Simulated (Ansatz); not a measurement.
Wurtzite GaN (r2SCAN geometry), in Ansatz:

```
CELL_PARAMETERS angstrom
3.18315 0.00000 0.00000
-1.59157 2.75669 0.00000
0.00000 0.00000 5.18363
ATOMIC_POSITIONS crystal
Ga 0.33333 0.66667 0.99911
Ga 0.66667 0.33333 0.49911
N 0.33333 0.66667 0.37589
N 0.66667 0.33333 0.87589
```

G0W0@PBE with 249 empty bands, a screening cutoff of 180 eV and a 6×6×4 mesh (PAW, contour deformation) gives 3.095 eV over the mesh points, from a PBE gap of 1.933 eV; it sums over 267 bands with 251 plane waves in the screening and a wave cutoff of 420 eV. No extrapolation in bands, cutoff or mesh was made for G0W0. No spin polarisation and no zero-point or thermal motion.

(1) Estimate the gap with frequency model Godby-Needs pole.

(2) Estimate the gap with potentials of the kind norm-conserving.

Results:

(1) 3.084 eV (-0.011 eV), from a Kohn-Sham gap of 1.933 eV.

(2) 3.157 eV (+0.062 eV), from a Kohn-Sham gap of 1.954 eV.

With a shallow d shell on the cation, G0W0 converges slowly in bands and cutoff, so these values are in doubt.
